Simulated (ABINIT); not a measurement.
# TiAl (Pm-3m) in ABINIT: convergence with pawecutdg

Aim: find how far pawecutdg must go before the results for TiAl settle, at r2SCAN. This setting moves, with any that are tied to it; all else stays.

Program: ABINIT 10.8.3 (patched build). These are calculated values, not measurements. Logs are shortened: lines on timing, memory, paths and dates and some standing lists are left out, and cuts for length are marked. The log counts tension as positive stress, the text compression.

### Step 1. Starting point

It takes space group Pm-3m (No. 221, cubic). The conventional cell has a = 3.179 Å, b = 3.179 Å, c = 3.179 Å, α = 90.00°, β = 90.00°, γ = 90.00°. Ti (site symmetry m-3m) has 8 Al at 2.75 Å as nearest neighbours. Al (site symmetry m-3m) has 8 Ti at 2.75 Å as nearest neighbours.

The cell comes from a database or a generator and needn't be the stable form of this composition.

### Step 2. With pawecutdg 18.5

Contents of run.abi:

```
# Pseudopotentials
pp_dirpath "./"
pseudos "Ti.GGA_PBE-JTH.xml, Al.GGA_PBE-JTH.xml"

# Structure
acell 3.179064 3.179064 3.179064 Angstrom
rprim
     1.0000000000     0.0000000000     0.0000000000
     0.0000000000     1.0000000000     0.0000000000
     0.0000000000     0.0000000000     1.0000000000
ntypat 2
znucl 22 13
natom 2
typat 1 2
xred
     0.0000000000     0.0000000000     0.0000000000
     0.5000000000     0.5000000000     0.5000000000

# Plane-wave basis
ecut 489.804952 eV
pawecutdg 18.5

# k points
kptopt 1
ngkpt 8 8 8
nshiftk 1
shiftk 0.0 0.0 0.0

# Exchange and correlation
ixc -497498
usekden 1
pawxcdev 0

# Bands and occupations
nband 12
occopt 7
tsmear 0.05 eV

# SCF cycle
nstep 100
tolvrs 1.0e-7

# Output
iomode 3
prtwf 0
prtden 0
prteig 0
prtebands 0
enunit 1
```

Potentials or basis: JTH PAW PBE v2.0.

Launch:

```
abinit run.abi > log 2>&1
```

It took 26 s on 1 thread of Arm Neoverse V2, shared host; peak memory 0.1 GiB.

Results (log left out):

| Quantity | Value |
| --- | --- |
| Free energy | -1513.3721 eV |
| Pressure | -0.8 GPa |
| Band gap on the k mesh | none (metal or under the smearing width) |
| Valence electrons inside the program's atomic spheres | Ti 10.17; Al 0.77 |

### Step 3. With pawecutdg 21.6

Changes to run.abi since step 2:

```diff
@@ -20,3 +20,3 @@
 ecut 489.804952 eV
-pawecutdg 18.5
+pawecutdg 21.6
```

Potentials or basis: JTH PAW PBE v2.0.

Launch:

```
abinit run.abi > log 2>&1
```

Run time: 24 s. Hardware: 1 thread of Arm Neoverse V2, shared host; peak memory 0.1 GiB.

Results (log left out):

```
Free energy                                           : -1513.4876 eV
Pressure                                              : -2.7 GPa
Band gap on the k mesh                                : none (metal or under the smearing width)
Valence electrons inside the program's atomic spheres : Ti 10.18; Al 0.77
```

### Step 4. With pawecutdg 27

Changes to run.abi since step 3:

```diff
@@ -20,3 +20,3 @@
 ecut 489.804952 eV
-pawecutdg 21.6
+pawecutdg 27.0
```

Launch:

```
abinit run.abi > log 2>&1
```

It took 23 s on 1 thread of Arm Neoverse V2, shared host; peak memory 0.11 GiB.

The run converged. Its results:

```
Free energy                                           : -1513.3227 eV
Pressure                                              : 6.3 GPa
Band gap on the k mesh                                : none (metal or under the smearing width)
Valence electrons inside the program's atomic spheres : Ti 10.17; Al 0.80
```

### Step 5. With pawecutdg 32.4

Changes to run.abi since step 4:

```diff
@@ -20,3 +20,3 @@
 ecut 489.804952 eV
-pawecutdg 27.0
+pawecutdg 32.4
```

Launch:

```
abinit run.abi > log 2>&1
```

It took 26 s on 1 thread of Arm Neoverse V2, shared host; peak memory 0.11 GiB.

It converged, with:

```
Free energy                                           : -1513.2171 eV
Pressure                                              : 0.6 GPa
Band gap on the k mesh                                : none (metal or under the smearing width)
Valence electrons inside the program's atomic spheres : Ti 10.17; Al 0.77
```

### Step 6. With pawecutdg 39.6

Changes to run.abi since step 5:

```diff
@@ -20,3 +20,3 @@
 ecut 489.804952 eV
-pawecutdg 32.4
+pawecutdg 39.6
```

Potentials or basis: JTH PAW PBE v2.0.

Launch:

```
abinit run.abi > log 2>&1
```

Run time: 26 s. Hardware: 1 thread of Arm Neoverse V2, shared host; peak memory 0.11 GiB.

Results (log left out):

| Item | Value |
| --- | --- |
| Free energy | -1513.2264 eV |
| Pressure | -0.1 GPa |
| Band gap on the k mesh | none (metal or under the smearing width) |
| Valence electrons inside the program's atomic spheres | Ti 10.16; Al 0.77 |

### Step 7. With pawecutdg 48.6

Changes to run.abi since step 6:

```diff
@@ -20,3 +20,3 @@
 ecut 489.804952 eV
-pawecutdg 39.6
+pawecutdg 48.6
```

Launch:

```
abinit run.abi > log 2>&1
```

Wall time 27 s (1 thread of Arm Neoverse V2, shared host); peak memory 0.12 GiB.

The run converged. Its results:

```
Free energy                                           : -1513.1987 eV
Pressure                                              : 0.1 GPa
Band gap on the k mesh                                : none (metal or under the smearing width)
Valence electrons inside the program's atomic spheres : Ti 10.17; Al 0.75
```

### Step 8. With pawecutdg 59.4

Changes to run.abi since step 7:

```diff
@@ -20,3 +20,3 @@
 ecut 489.804952 eV
-pawecutdg 48.6
+pawecutdg 59.4
```

Potentials or basis: JTH PAW PBE v2.0.

Launch:

```
abinit run.abi > log 2>&1
```

run.abo:

```text
.Version 10.8.3 of ABINIT
 Symmetries : space group Pm -3 m (#221); Bravais cP (primitive cubic)
================================================================================
 Values of the parameters that define the memory need of the present run
     intxc =       0    ionmov =       0      iscf =      17    lmnmax =      18
     lnmax =       6     mgfft =      24  mpssoang =       3    mqgrid =    3001
     natom =       2  nloc_mem =       2    nspden =       1   nspinor =       1
    nsppol =       1      nsym =      48    n1xccc =       1    ntypat =       2
    occopt =       7   xclevel =       2
       mpw =         804          nfft =       13824          nkpt =          35
 PAW method is used; the additional fine FFT grid is defined by:
   mgfftf=        45    nfftf =     91125
================================================================================
================================================================================

--------------------------------------------------------------------------------
------------- Echo of variables that govern the present computation ------------
--------------------------------------------------------------------------------
 -outvars: echo values of preprocessed input variables --------
            acell      6.0075602967E+00  6.0075602967E+00  6.0075602967E+00 Bohr
              amu      4.78800000E+01  2.69815390E+01
             ecut      1.80000000E+01 Hartree
           enunit           1
              ixc     -497498
         kptrlatt        8    0    0      0    8    0      0    0    8
          kptrlen      4.80604824E+01
            natom           2
            nband          12
            ngfft          24      24      24
          ngfftdg          45      45      45
             nkpt          35
            nstep         100
             nsym          48
           ntypat           2
           occopt           7
        pawecutdg      5.94000000E+01 Hartree
         pawxcdev           0
           prtden           0
        prtebands           0
           prteig           0
          prtkden           1
            prtwf           0
          spgroup         221
           tolvrs      1.00000000E-07
           tsmear      1.83746611E-03 Hartree
            typat      1  2
          usekden           1
           useylm           1
           xangst      0.0000000000E+00  0.0000000000E+00  0.0000000000E+00
                       1.5895320000E+00  1.5895320000E+00  1.5895320000E+00
            xcart      0.0000000000E+00  0.0000000000E+00  0.0000000000E+00
                       3.0037801484E+00  3.0037801484E+00  3.0037801484E+00
             xred      0.0000000000E+00  0.0000000000E+00  0.0000000000E+00
                       5.0000000000E-01  5.0000000000E-01  5.0000000000E-01
            znucl       22.00000   13.00000

================================================================================

 chkinp: Checking input parameters for consistency.

================================================================================
== DATASET  1 ==================================================================

--- !DatasetInfo
[... 113 lines left out ...]
================================================================================

 ----iterations are completed or convergence reached----

 Mean square residual over all n,k,spin=   75.970E-08; max=  11.640E-05
 reduced coordinates (array xred) for    2 atoms
       0.000000000000      0.000000000000      0.000000000000
       0.500000000000      0.500000000000      0.500000000000
 rms dE/dt=  0.0000E+00; max dE/dt=  0.0000E+00; dE/dt below (all hartree)
    1       0.000000000000      0.000000000000      0.000000000000
    2       0.000000000000      0.000000000000      0.000000000000

 cartesian coordinates (angstrom) at end:
    1      0.00000000000000     0.00000000000000     0.00000000000000
    2      1.58953200000000     1.58953200000000     1.58953200000000

 cartesian forces (hartree/bohr) at end:
    1     -0.00000000000000    -0.00000000000000    -0.00000000000000
    2     -0.00000000000000    -0.00000000000000    -0.00000000000000
 frms,max,avg= 0.0000000E+00 0.0000000E+00   0.000E+00  0.000E+00  0.000E+00 h/b

 cartesian forces (eV/Angstrom) at end:
    1     -0.00000000000000    -0.00000000000000    -0.00000000000000
    2     -0.00000000000000    -0.00000000000000    -0.00000000000000
 frms,max,avg= 0.0000000E+00 0.0000000E+00   0.000E+00  0.000E+00  0.000E+00 e/A
 length scales=  6.007560296733  6.007560296733  6.007560296733 bohr
              =  3.179064000000  3.179064000000  3.179064000000 angstroms
 Fermi (or HOMO) energy (eV) =   8.87748   Average Vxc (eV)= -11.30052
 Eigenvalues (   eV  ) for nkpt=  35  k points:
 kpt#   1, nband= 12, wtk=  0.00195, kpt=  0.0000  0.0000  0.0000 (reduced coord)
 -50.43148  -25.57221  -25.57221  -25.57221   -1.00134    7.27564    7.27564   10.93053
  10.93053   10.93053   13.50701   13.50701
 prteigrs : prtvol=0 or 1, do not print more k-points.

--- !EnergyTerms
iteration_state     : {dtset: 1, }
comment             : Components of total free energy in Hartree
kinetic             :  8.62760845272702E+00
hartree             :  1.51052043872307E+01
xc                  : -4.06265502177797E+00
Ewald energy        : -4.09355778309905E+01
psp_core            :  1.51118362952128E+00
local_psp           : -4.11611250886255E+01
PAW spherical_terms :  5.30668913784831E+00
internal            : -5.56086723340666E+01
'-kT*entropy'       : -1.39626263105893E-04
total_energy        : -5.56088119603298E+01
total_energy_eV     : -1.51319286093266E+03
...

--- !EnergyTermsDC
iteration_state     : {dtset: 1, }
comment             : '"Double-counting" decomposition of free energy'
band_energy         : -7.92873277132138E+00
Ewald energy        : -4.09355778309905E+01
psp_core            :  1.51118362952128E+00
xc_dc               : -1.44252932954750E+01
PAW spherical_terms :  6.16969994347936E+00
internal            : -5.56087203247863E+01
'-kT*entropy'       : -1.39626263105893E-04
total_energy_dc     : -5.56088599510494E+01
total_energy_dc_eV  : -1.51319416682667E+03
...

--- !EnergyTermsWithPAWCore
iteration_state     : {dtset: 1, }
comment             : 'Components of total free energy, including PAW core contributions'
Total energy        : -1.09693314793349E+03
Total energy DC     : -1.09693319592421E+03
Total energy (eV)   : -2.98490715744380E+04
Total energy DC (eV): -2.98490728803320E+04
...

 Cartesian components of stress tensor (hartree/bohr^3)
  sigma(1 1)=  7.62396366E-06  sigma(3 2)=  0.00000000E+00
  sigma(2 2)=  7.62396366E-06  sigma(3 1)=  0.00000000E+00
  sigma(3 3)=  7.62396366E-06  sigma(2 1)=  0.00000000E+00

-Cartesian components of stress tensor (GPa)         [Pressure= -2.2430E-01 GPa]
- sigma(1 1)=  2.24304755E-01  sigma(3 2)=  0.00000000E+00
- sigma(2 2)=  2.24304755E-01  sigma(3 1)=  0.00000000E+00
- sigma(3 3)=  2.24304755E-01  sigma(2 1)=  0.00000000E+00

== END DATASET(S) ==============================================================
================================================================================

 -outvars: echo values of variables after computation  --------
            acell      6.0075602967E+00  6.0075602967E+00  6.0075602967E+00 Bohr
           etotal     -5.5608859951E+01
            fcart     -0.0000000000E+00 -0.0000000000E+00 -0.0000000000E+00
                      -0.0000000000E+00 -0.0000000000E+00 -0.0000000000E+00
           strten      7.6239636612E-06  7.6239636612E-06  7.6239636612E-06
                       0.0000000000E+00  0.0000000000E+00  0.0000000000E+00
           xangst      0.0000000000E+00  0.0000000000E+00  0.0000000000E+00
                       1.5895320000E+00  1.5895320000E+00  1.5895320000E+00
             xred      0.0000000000E+00  0.0000000000E+00  0.0000000000E+00
                       5.0000000000E-01  5.0000000000E-01  5.0000000000E-01
 Calculation completed.
```

It took 27 s on 1 thread of Arm Neoverse V2, shared host; peak memory 0.13 GiB.

What came out:

```yaml
Free_energy: -1513.1942 eV
Pressure: -0.2 GPa
Band_gap_on_the_k_mesh: none (metal or under the smearing width)
Valence_electrons_inside_the_program's_atomic_spheres: Ti 10.16; Al 0.77
```

### Step 9. Result

```
pawecutdg  energy less the tightest run, at zero smearing (meV/atom)  pressure (GPa)  SCF cycles  CPU time (s)  peak memory (GiB)
     18.5                                                     -88.88           -0.82           9            26                0.1
     21.6                                                    -146.66           -2.70           8            23                0.1
       27                                                     -64.17            6.33           8            23               0.11
     32.4                                                     -11.45            0.63           9            26               0.11
     39.6                                                     -16.10           -0.07           9            26               0.11
     48.6                                                      -2.24            0.07           9            26               0.12
     59.4                                                       0.00           -0.22           9            27               0.13
```

Not settled before the last step: the energy (to 1 meV/atom), the pressure (to 0.1 GPa). The tightest run that finished is the yardstick and may itself not be fully converged.

Caveats: totals of a meta-GGA on PAW files have another zero than those of a GGA; the PAW data sets were made with another functional, which shifts forces and pressure a little.
